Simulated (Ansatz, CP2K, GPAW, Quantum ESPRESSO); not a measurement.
# Ti: 7 runs at one level of theory

```
Ti
1.0
     2.95000    0.00000    0.00000
    -1.47500    2.55477    0.00000
     0.00000    0.00000    4.68000
Ti
2
Cartesian
  1.4750 0.8516 3.5100
  0.0000 1.7032 1.1700
```

Alike in all runs: task band structure; functional PBE; k mesh 10 × 10 × 6; occupations fermi-dirac, width 0.05 eV; no spin polarisation; no spin-orbit coupling. Pressure is positive in compression and, in plane waves, holds the error of the finite cutoff, which Ansatz's Pulay term estimates and takes out.

| program and potentials | plane-wave cutoff (eV) | notes | pressure (GPa) |
| --- | --- | --- | --- |
| Ansatz, Ansatz PAW | 420 | - | -1.46 |
| Ansatz, JTH PAW | 1230 | Pulay term of +0.04 GPa included | -1.27 |
| CP2K, POTENTIAL_UZH Ti GTH-PBE-q12; TZVP-MOLOPT-PBE-GTH basis | - | atomic basis | -1.35 |
| Ansatz, all-electron LAPW, scalar-relativistic | - | - | -1.47 |
| GPAW, GPAW PAW data sets (gpaw-data 1.2.1) | 600 | - | -2.02 |
| Ansatz, PseudoDojo stringent (PBE files) | 1143 | - | -1.40 |
| Quantum ESPRESSO, PseudoDojo 0.4.1 SR PBE standard | 1143 | - | -1.35 |

The pressure spans -2.02 (GPAW, GPAW PAW data sets (gpaw-data 1.2.1)) to -1.27 GPa (Ansatz, JTH PAW), with all-electron results at -1.47. Rows in atomic bases carry the error of their basis and grid, which can be large.

Differences between rows come from potentials, basis sets and numerical settings, since the functional is the same but for its coding. Runs on potential files found faulty are left out.
